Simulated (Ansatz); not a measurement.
# CrO2: the cost of one run

Computed with Ansatz 0.2.0 (DFT r2SCAN, scalar-relativistic, plane waves, PAW, unless a step's input says otherwise).

1 further run of the same task is left out (set aside as unsound or not needed).

## (1) The system as given

It takes space group P-6m2 (No. 187, hexagonal). The conventional cell has a = 3.181 Å, b = 3.181 Å, c = 16.951 Å, α = 90.00°, β = 90.00°, γ = 120.00°. W (site symmetry -6m2) is surrounded by 6 S at 2.41 Å. Around S (site symmetry 3m) lie 3 W at 2.41 Å.

Coordinates:

```xyz
3
Lattice="3.1811 0.0000 0.0000 -1.5905 2.7549 0.0000 0.0000 0.0000 16.9507" Properties=species:S:1:pos:R:3 pbc="T T T"
W     0.0000    1.8366    0.0000
S     1.5905    0.9183   15.3917
S     1.5905    0.9183    1.5591
```

It goes back to an entry of the Materials Project, which need not be the stable form.

It is the result of an earlier relaxation at this level (volume 49.52 Å³/atom; gap on the mesh: 1.90 eV).

## (2) Swap S → O, W → Cr

The start of CrO2: fractional positions of relaxed WS2, cell scaled by 0.815, a guess from tabulated radii. Atoms that may carry a moment start with parallel spins.

## (3) Quick check of gap, pressure and forces (CrO2)

Input file input.yaml:

```yaml
crystal:
  lattice:
    - [2.5917407455, 0.0, 0.0]
    - [-1.2958703727, 2.2445133256, 0.0]
    - [0.0, 0.0, 13.8103137565]
  atoms:
    - { symbol: Cr, position: [0.3333333333, 0.6666666667, 0.0], spin: 3.0 }
    - { symbol: O, position: [0.6666666667, 0.3333333333, 0.9080224958] }
    - { symbol: O, position: [0.6666666667, 0.3333333333, 0.0919775042] }
basis:
  ecutwfc: 500
kpoints:
  mp_grid: { grid: [9, 9, 2] }
hamiltonian:
  xc: r2scan
scf:
  occupations: { method: gaussian, width: 0.1 }
  lower_state_search: "off"
output:
  forces: true
  stress: true
  eigenvalues: true
  populations: true
magnetization:
  spin_polarized: true
```

Launch:

```sh
$ ansatz run input.yaml --threads 1 --pin off --max-ram 1331MiB --backend cpu --events-out ev --progress --plain --runs-dir out
```

What time and memory should one allow on 1 thread of an Arm CPU, shared host?

About 2 min, with a peak of 0.58 GiB.
